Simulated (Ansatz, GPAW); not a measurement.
This is a calculation of GaAs for Ansatz 0.2.0. 

input.yaml

```yaml
crystal:
  lattice:
    - [0.0, 2.82685, 2.82685]
    - [2.82685, 0.0, 2.82685]
    - [2.82685, 2.82685, 0.0]
  atoms:
    - { symbol: As, position: [0.75, 0.75, 0.75] }
    - { symbol: Ga, position: [0.0, 0.0, 0.0] }
kpoints:
  mp_grid: { grid: [8, 8, 8] }
scf:
  occupations: { method: gaussian, width: 0.015 }
hamiltonian:
  xc: pbe
  pseudopotentials: { kind: all_electron, lapw: { basis_error: 0.001 } }
output:
  forces: true
  stress: true
  eigenvalues: true
```

Potentials or basis: all-electron LAPW, scalar-relativistic.

Launch:

```sh
$ ansatz run input.yaml --threads 1 --pin off --max-ram 3072MiB --backend cpu --events-out ev --progress --plain --runs-dir out
```

**Question.** Translate it to GPAW 26.7.0 (ASE script). Potentials or basis there: GPAW PAW data sets (gpaw-data 1.2.1), cutoff 600 eV.

**Answer.** As run (cutoffs and basis follow the program's own potentials, and thresholds, step limits or extra output files can differ):

Contents of run.py:

```python
from ase.dft.bandgap import bandgap
from ase.io import read, write
from ase.units import GPa
from gpaw import GPAW, PW

atoms = read('POSCAR')

calc = GPAW(mode=PW(600),
            xc='PBE',
            kpts={'size': (8, 8, 8), 'gamma': True},
            occupations={'name': 'methfessel-paxton', 'order': 0, 'width': 0.015},
            nbands=11,
            convergence={'density': 1e-05, 'energy': 1e-05},
            maxiter=150,
            txt='gpaw.txt')
atoms.calc = calc
energy = atoms.get_potential_energy()
forces = atoms.get_forces()
stress = atoms.get_stress()
calc.write('gs.gpw')
write('result.traj', atoms)
print(f'Energy: {energy:.6f} eV')
print('Forces (eV/A):')
print(forces.round(4))
print('Stress (GPa):', (stress / GPa).round(3))
print('Fermi level:', round(calc.get_fermi_level(), 4), 'eV')
print(f'Gap: {bandgap(calc)[0]:.4f} eV, direct: {bandgap(calc, direct=True)[0]:.4f} eV')
```

The input POSCAR:

```
GaAs
1.0
    0.0000000000      2.8268500000      2.8268500000
    2.8268500000      0.0000000000      2.8268500000
    2.8268500000      2.8268500000      0.0000000000
As Ga
1 1
Direct
    0.7500000000      0.7500000000      0.7500000000
    0.0000000000      0.0000000000      0.0000000000
```

Potentials or basis: GPAW PAW data sets (gpaw-data 1.2.1), pw.

Run with:

```sh
$ OMP_NUM_THREADS=1 python run.py
```

Both were run:

|  | Ansatz | GPAW |
| --- | --- | --- |
| Pressure | 3.3 GPa | 4.3 GPa |

Where Ansatz's input types no cutoff or centring, it takes its own default and a Γ-centred mesh.

Pressure is positive in compression.
